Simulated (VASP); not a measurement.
Set up this calculation in VASP 6.6.1, as the native input.

```yaml
Task: dielectric tensor
Functional: r2SCAN
Potentials_or_basis: VASP PAW PBE potentials, release 64 (Ba_sv, Hf_pv, O)
Cutoff: 520 eV
k_mesh: 6 × 6 × 6
Occupations: gaussian, width 0.02 eV
Spin: no spin polarisation
Further_INCAR_settings: ALGO = Normal; EDIFF = 1e-08
```

The structure of BaHfO3 lies in POSCAR:

```
BaHfO3
1.0
    4.1535400000      0.0000000000      0.0000000000
    0.0000000000      4.1535400000      0.0000000000
    0.0000000000      0.0000000000      4.1535400000
Ba Hf O
1 1 3
Direct
    0.5000000000      0.5000000000      0.5000000000
    0.0000000000      0.0000000000      0.0000000000
    0.0000000000      0.5000000000      0.0000000000
    0.5000000000      0.0000000000      0.0000000000
    0.0000000000      0.0000000000      0.5000000000
```

The cell comes from a database or a generator and needn't be the stable form of this composition.

One way to write it, as run:

INCAR

```
PREC = Accurate
ENCUT = 520
EDIFF = 1E-8
ISMEAR = 0
SIGMA = 0.02
LREAL = F
LASPH = T
NELM = 100
ALGO = Normal
ISIF = 2
LWAVE = F
LCHARG = F
METAGGA = R2SCAN
LMIXTAU = T
LCALCEPS = T
```

KPOINTS

```
regular mesh
0
Gamma
  6 6 6
```

Potentials or basis: VASP PAW PBE potentials, release 64 (Ba_sv, Hf_pv, O).

Launch:

```bash
$ cat potpaw_PBE.64/Ba_sv/POTCAR potpaw_PBE.64/Hf_pv/POTCAR potpaw_PBE.64/O/POTCAR > POTCAR
$ mpirun -np 1 vasp_std > vasp.out
```

It gave:

| Item | Value |
| --- | --- |
| Band gap on the k mesh | 4.15 eV, indirect (least direct gap 4.37 eV) |
| Electronic dielectric tensor (diagonal) | 4.32 |
| Born charges (mean of the diagonal) | Ba +2.69; Hf +5.75; O -2.81 e |

Caveat: spin-orbit coupling is left out, which moves the levels of the heavy elements.

It took 16 min on 1 thread of Intel(R) Xeon(R) 6975P-C (Granite Rapids), with other jobs on the host, peak memory 0.42 GiB.
